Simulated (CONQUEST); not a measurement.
PbSe (Clausthalite) under changes of volume

One of the cells (28.671 Å³/atom); the others are scaled copies at fixed shape and fractional positions:

```
Pb Se
1.0
     4.32841    0.00000    0.00000
     0.00000    4.32841    0.00000
     0.00000    0.00000    6.12130
Pb Se
2 2
Direct
  0.00000 0.00000 0.00000
  0.50000 0.50000 0.50000
  0.00000 0.00000 0.50000
  0.50000 0.50000 0.00000
```

```yaml
Program: CONQUEST 1.3
Functional: PBE
Potentials_or_basis: PseudoDojo NC PBE, DZP, grid of 48 × 48 × 60 points
k_mesh: 6 × 6 × 5
Occupations: fermi-dirac, width 0.05 eV
Spin: no spin polarisation
```

| volume (Å³/atom) | energy over the lowest point (meV/atom) | pressure (GPa) |
| --- | --- | --- |
| 26.951 | 67.22 | 7.1 |
| 27.524 | ? | ? |
| 28.097 | 26.54 | 4.2 |
| 28.671 | 13.90 | 2.9 |
| 29.244 | 5.62 | 1.8 |
| 29.818 | 1.19 | 0.8 |
| 30.391 | 0.00 | -0.1 |

Task: What does the run at 27.524 Å³/atom give?

Result: Energy over the lowest point 44.26 meV/atom; pressure 5.7 GPa.

Worked out: A Birch-Murnaghan fit of order 3 (a polynomial in V^(-2/3)) to the other rows has its minimum at 30.32 Å³/atom with B0 = V·E''(V) = 44 GPa and B' = 6.1. It gives 44.06 meV/atom at 27.524 Å³/atom, against the run's 44.26, and -dE/dV = 5.7 GPa, against 5.7.

Energies are extrapolated to zero smearing.

Caveats: the basis of atomic orbitals isn't converged, which shifts pressures, moduli and gaps; the real-space grid breaks the cell's symmetry a little (some runs).
